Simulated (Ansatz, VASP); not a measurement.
## Two plane-wave programs on GaSb

```xyz
2
Lattice="0.0000 3.0896 3.0590 3.0590 0.0000 3.0590 3.0590 3.0896 0.0000" Properties=species:S:1:pos:R:3 pbc="T T T"
Ga    0.0000    0.0000    0.0000
Sb    4.5885    4.6344    4.5885
```

Change from the starting cell: strain +0.0100 x Voigt [0, 1, 0, 0, 0, 0], atoms carried along.

Alike in both runs: task single point; functional PBE; k mesh 14 × 14 × 14; occupations gaussian, width 0.15 eV; no spin polarisation.

|  | VASP | Ansatz |
| --- | --- | --- |
| version | VASP 6.6.1 | Ansatz 0.2.0 |
| potentials or method | VASP PAW PBE potentials, release 64 (Ga_d, Sb) | scalar-relativistic, plane waves, PAW |
| plane-wave cutoff (eV) | 520 | 420 |
| valence electrons in the cell | 18 | 28 |

Ansatz gave:

```
gap on the k mesh at the Fermi level (eV)       : none
pressure (GPa)                                  : 1.8
largest component of the traceless stress (GPa) : 0.29
```

Estimate VASP's values.

gap on the k mesh at the Fermi level (eV): none; pressure (GPa): 1.9; largest component of the traceless stress (GPa): 0.29.

A gap of «none» marks a metal or a gap that the smearing closes. The functional is the same, so the differences come from potentials, cutoffs and numerics. The two sets of potentials don't hold the same shells in valence.

Spin-orbit coupling is left out, which matters for the levels of Sb.
